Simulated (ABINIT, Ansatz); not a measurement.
# NaI (Fm-3m): one start, several treatments of the self-energy, part 2 of 2

Wanted: the gap of NaI (Fm-3m) under several approximations, with cost.

ABINIT 10.8.3; PBE and many-body steps on it, plane waves. Known limits of the many-body steps: not at the basis limit; no spin-orbit coupling.

So far. Step 6 (G0W0, von der Linden-Horsch plasmon pole): Against G0W0 in ABINIT (4×4×4 mesh, 70 bands, screening to 114.3 eV, Godby-Needs plasmon pole), the gap moves by +0.069 eV. Step 7 (One-shot COHSEX): Against G0W0 in ABINIT (4×4×4 mesh, 70 bands, screening to 114.3 eV, Godby-Needs plasmon pole), the gap moves by +1.115 eV.

## 8. One-shot Hartree-Fock

This step: one-shot Hartree-Fock on PBE, plane waves, norm-conserving pseudopotentials.

run.abi reads:

```
acell 3*1.0 Angstrom
rprim 
  0.000000000000 3.236400000000 3.236400000000
  3.236400000000 -0.000000000000 3.236400000000
  3.236400000000 3.236400000000 -0.000000000000
ntypat 2
znucl 11 53
natom 2
typat 1 2
xred 
  0.000000000000 0.000000000000 0.000000000000
  0.500000000000 0.500000000000 0.500000000000
pp_dirpath "pseudos"
pseudos "Na.upf, I.upf"
ecut 38
ngkpt 4 4 4
nshiftk 1
shiftk 0 0 0
kptopt 1
chksymbreak 0
istwfk *1
occopt 1
irdwfk 1
optdriver 4
nband 12
gwcalctyp 5
ecutsigx 38
symsigma 1
nkptgw 1
kptgw 
  0.0000000000 0.0000000000 0.0000000000
bdgw 
  6 12
ixc_sigma 40
fftgw 31
indata_prefix "in"
outdata_prefix "out"
tmpdata_prefix "tmp"
```

Started as:

```sh
$ OMP_NUM_THREADS=1 mpirun -n 4 abinit run.abi > log
```

Numbers of over 12 decimals in the logs are rounded to 6 here.

Output:

```text
.Version 10.8.3 of ABINIT. v10.8.2 released Aug 2026.

 Symmetries : space group Fm -3 m (#225); Bravais cF (face-center cubic)
[... echo of the input left out ...]
== DATASET  1 ==================================================================
-   mpi_nproc: 4, omp_nthreads: 1 (-1 if OMP is not activated)

--- !DatasetInfo
iteration_state: {dtset: 1, }
dimensions: {natom: 2, nkpt: 8, mband: 12, nsppol: 1, nspinor: 1, nspden: 1, mpw: 5124, }
cutoff_energies: {ecut:  38.0, pawecutdg:  -1.0, }
[...]
10   8.073  -7.141  -3.086   0.000   1.000   0.000  -3.086   4.055  12.128
       11   8.073  -7.141  -3.086   0.000   1.000   0.000  -3.086   4.055  12.128
       12   8.073  -7.141  -3.086   0.000   1.000   0.000  -3.086   4.055  12.128

== END DATASET(S) ==============================================================
================================================================================

 -outvars: echo values of variables after computation  --------
           etotal      0.0000000000E+00
            nband          12
             nkpt           8
          spgroup         225
 [... the other variables as echoed above ...]

 Calculation completed.
```

It took 4.1 s on 4 MPI ranks of Arm Neoverse N1, shared host; peak memory 0.42 GiB.

This step gave:

- quasiparticle gap on the points computed: 10.27 eV
- starting gap on the mesh: 3.639 eV
- k of the valence top: 0, 0, 0
- k of the conduction bottom: 0, 0, 0
- least direct quasiparticle gap on the computed points: 10.27 eV

Against G0W0 in ABINIT (4×4×4 mesh, 70 bands, screening to 114.3 eV, Godby-Needs plasmon pole), the gap moves by +4.839 eV.

## 9. Screening, 4×4×4 mesh, 70 bands, screening to 114.3 eV

This step: RPA screening on PBE, plane waves, norm-conserving pseudopotentials.

Edit run.abi of step 8 so:

```diff
@@ -23,14 +23,14 @@
 irdwfk 1
-optdriver 4
-nband 12
-gwcalctyp 5
-ecutsigx 38
-symsigma 1
-nkptgw 1
-kptgw 
-  0.0000000000 0.0000000000 0.0000000000
-bdgw 
-  6 12
-ixc_sigma 40
-fftgw 31
+optdriver 3
+nband 70
+ecuteps 4.2
+inclvkb 2
+awtr 1
+symchi 1
+gwcalctyp 2
+nfreqre 16
+freqremax 40 eV
+nfreqim 8
+spmeth 1
+nomegasf 120
 indata_prefix "in"
```

Output:

```text
.Version 10.8.3 of ABINIT. v10.8.2 released Aug 2026.

 Symmetries : space group Fm -3 m (#225); Bravais cF (face-center cubic)
[... echo of the input left out ...]
== DATASET  1 ==================================================================
-   mpi_nproc: 4, omp_nthreads: 1 (-1 if OMP is not activated)

--- !DatasetInfo
iteration_state: {dtset: 1, }
dimensions: {natom: 2, nkpt: 8, mband: 70, nsppol: 1, nspinor: 1, nspden: 1, mpw: 5124, }
cutoff_energies: {ecut:  38.0, pawecutdg:  -1.0, }
electrons: {nelect:   1.60000000E+01, charge:   0.00000000E+00, occopt:   1.00000000E+00, tsmear:   1.00000000E-02, }

 SCREENING: Calculation of the susceptibility and dielectric matrices

 Based on a program developped by R.W. Godby, V. Olevano, G. Onida, and L. Reining.
 Incorporated in ABINIT by V. Olevano, G.-M. Rignanese, and M. Torrent.
.Using double precision arithmetic ; gwpc =  8

[... cell and pseudopotentials left out ...]
--------------------------------------------------------------------------------

 ==== K-mesh for the wavefunctions ====
 Number of points in the irreducible wedge :     8
[... list of points left out ...]
 Together with 48 symmetry operations and time-reversal symmetry
 yields    64 points in the full Brillouin Zone.

 ==== Q-mesh for the screening function ====
 Number of points in the irreducible wedge :     8
[... list of points left out ...]
 Together with 48 symmetry operations and time-reversal symmetry
 yields    64 points in the full Brillouin Zone.

 setmesh: FFT mesh size selected  =    32x   32x   32
          total number of points  =        32768

 vcoul_init : cutoff-mode = AUXILIARY_FUNCTION
 q-points for optical limit:   1
     1)      0.000010    0.000020    0.000030

- screening: taking advantage of time-reversal symmetry
- Maximum band index for partially occupied states nbvw = 8
- Remaining bands to be divided among processors   nbcw = 62
- Number of bands treated by each node ~15

 Number of electrons calculated from density =   16.0000; Expected =   16.0000
 average of density, n =  0.034971
 r_s =    1.8970
 omega_plasma =   18.0389 [eV]

 calculating chi0 at frequencies [eV] :
  1    0.000000E+00    0.000000E+00
  2    2.666667E+00    0.000000E+00
  3    5.333333E+00    0.000000E+00
[...]
23    0.000000E+00    4.594183E+01
 24    0.000000E+00    6.468659E+01

--------------------------------------------------------------------------------
  q-point number  1        q = ( 0.000000, 0.000000, 0.000000) [r.l.u.]
--------------------------------------------------------------------------------
[... chi0 elements left out ...]
  [... further frequencies ...]

 No. of calculated frequencies >  15, stop printing
 For q-point:  0.000010 0.000020 0.000030
  dielectric constant =   3.2559
  dielectric constant without local fields =   3.9593

  Average fulfillment of the sum rule on Im[epsilon] for q-point    1 :     57.56  [%]
[... wings left out ...]
  q-point number  2        q = ( 0.250000, 0.000000, 0.000000) [r.l.u.]
--------------------------------------------------------------------------------
[... chi0 elements left out ...]
  [... further frequencies ...]

 No. of calculated frequencies >  15, stop printing
  Average fulfillment of the sum rule on Im[epsilon] for q-point    2 :     68.54  [%]

 [... 6 further q-points ...]
```

Wall time 42 s (4 MPI ranks); peak memory 1 GiB.

This step gave:

* ε∞ with local fields, on this mesh, along the program's q direction: 3.256
* the same without local fields: 3.959
* plasma frequency: 18.04 eV
* plane waves in the screening matrix: 169

## 10. G0W0, contour deformation

This step: G0W0 on PBE, plane waves, norm-conserving pseudopotentials.

Edit run.abi of step 9 so:

```diff
@@ -23,14 +23,14 @@
 irdwfk 1
-optdriver 3
+optdriver 4
 nband 70
+gwcalctyp 2
+ecutsigx 38
+symsigma 1
+nkptgw 1
+kptgw 
+  0.0000000000 0.0000000000 0.0000000000
+bdgw 
+  6 12
 ecuteps 4.2
-inclvkb 2
-awtr 1
-symchi 1
-gwcalctyp 2
-nfreqre 16
-freqremax 40 eV
-nfreqim 8
-spmeth 1
-nomegasf 120
+irdscr 1
 indata_prefix "in"
```

Output:

```text
.Version 10.8.3 of ABINIT. v10.8.2 released Aug 2026.

 Symmetries : space group Fm -3 m (#225); Bravais cF (face-center cubic)
[... echo of the input left out ...]
== DATASET  1 ==================================================================
-   mpi_nproc: 4, omp_nthreads: 1 (-1 if OMP is not activated)

--- !DatasetInfo
iteration_state: {dtset: 1, }
dimensions: {natom: 2, nkpt: 8, mband: 70, nsppol: 1, nspinor: 1, nspden: 1, mpw: 5124, }
cutoff_energies: {ecut:  38.0, pawecutdg:  -1.0, }
[...]
7   0.107 -11.384 -14.313   1.536   0.791  -0.264 -12.486  -1.102  -0.995
[...]
12   8.073  -7.141  -3.086  -3.166   0.817  -0.224  -6.415   0.726   8.799
       12   0.000   0.000   0.000  -0.001   0.000   0.000  -0.001  -0.001  -0.001

== END DATASET(S) ==============================================================
================================================================================

 -outvars: echo values of variables after computation  --------
           etotal      0.0000000000E+00
            nband          70
             nkpt           8
          spgroup         225
 [... the other variables as echoed above ...]

 Calculation completed.
```

The job ended after 6.5 s (4 MPI ranks; peak memory 0.92 GiB; 25 s of CPU time).

Numbers from this step:

```yaml
g0w0_gap_on_the_points_computed: 5.407 eV
starting_gap_on_the_mesh: 3.639 eV
k_of_the_valence_top: 0, 0, 0
k_of_the_conduction_bottom: 0, 0, 0
least_direct_g0w0_gap_on_the_computed_points: 5.407 eV
```

Against G0W0 in ABINIT (4×4×4 mesh, 70 bands, screening to 114.3 eV, Godby-Needs plasmon pole), the gap moves by −0.019 eV.

## 11. Side by side

Times are wall times on 4 MPI ranks of Arm Neoverse N1, shared host, good to a factor of about two. A run's time includes the screening step that it read.

```csv
run,mesh,bands,screening cutoff (eV),DFT gap (eV),gap on the mesh (eV),direct (eV),ε∞ used,time
"G0W0, Godby-Needs plasmon pole",4×4×4,70,114.3,3.639,5.426,5.426,3.23,40 s
"G0W0, Hybertsen-Louie plasmon pole",4×4×4,70,114.3,3.639,5.195,5.195,3.23,40 s
"G0W0, von der Linden-Horsch plasmon pole",4×4×4,70,114.3,3.639,5.495,5.495,3.23,38 s
one-shot COHSEX,4×4×4,70,114.3,3.639,6.541,6.541,3.23,37 s
one-shot Hartree-Fock,4×4×4,-,-,3.639,10.265,10.265,-,4.1 s
"G0W0, contour deformation",4×4×4,70,114.3,3.639,5.407,5.407,3.26,49 s
```

## 12. What came out

| Property | Result |
| --- | --- |
| G0W0, Godby-Needs plasmon pole | 5.426 eV |
| G0W0, Hybertsen-Louie plasmon pole | 5.195 eV |
| G0W0, von der Linden-Horsch plasmon pole | 5.495 eV |
| one-shot COHSEX | 6.541 eV |
| one-shot Hartree-Fock | 10.265 eV |
| G0W0, contour deformation | 5.407 eV |
| known limits | not at the basis limit; no spin-orbit coupling |

G0W0, Hybertsen-Louie plasmon pole: −0.231 eV against G0W0, Godby-Needs plasmon pole. G0W0, von der Linden-Horsch plasmon pole: +0.069 eV against G0W0, Godby-Needs plasmon pole. One-shot COHSEX: +1.115 eV against G0W0, Godby-Needs plasmon pole. One-shot Hartree-Fock: +4.839 eV against G0W0, Godby-Needs plasmon pole. G0W0, contour deformation: −0.019 eV against G0W0, Godby-Needs plasmon pole. Bare exchange alone opens the gap to 10.27 eV; against G0W0, correlation takes back 4.84 eV. Static COHSEX lies above G0W0: it lacks the factor Z and overstates the Coulomb hole of the filled states. Bands and cutoff are finite, so the gap is not at the basis limit. The miss can reach some tenths of an eV and take either sign; the mesh is an error of its own. In the G0W0 runs levels were corrected at 1 k point alone, so a gap called «on the mesh» is the least over those, and an edge elsewhere would be missed. The many-body steps are scalar-relativistic: spin-orbit coupling is not in them.

[Paths, hosts, dates, memory and timing lines, banners, echoed tables and standing remarks are left out of the program output.]

[Logs are printed without paths, hosts, clocks, repeated set-up lines and the standing remarks that a program may print on its own settings, such as how far it seeks lower states.]

[Runs of the session that timed out or met a known fault of the program may be left out.]

[Hosts, paths, dates, database ids (printed as entryN), source tags and the programs' standing remarks are cut or masked in the printed files.]

[G0W0 gaps are taken among the corrected bands and points alone; a level outside them can change the order at an edge.]

[Where Ansatz stands beside ABINIT at settings called matched, ABINIT's density can come from a denser mesh and the files from another edition; pairs whose starting gaps differed by over 0.03 eV were left out, so agreement reads better than it is.]
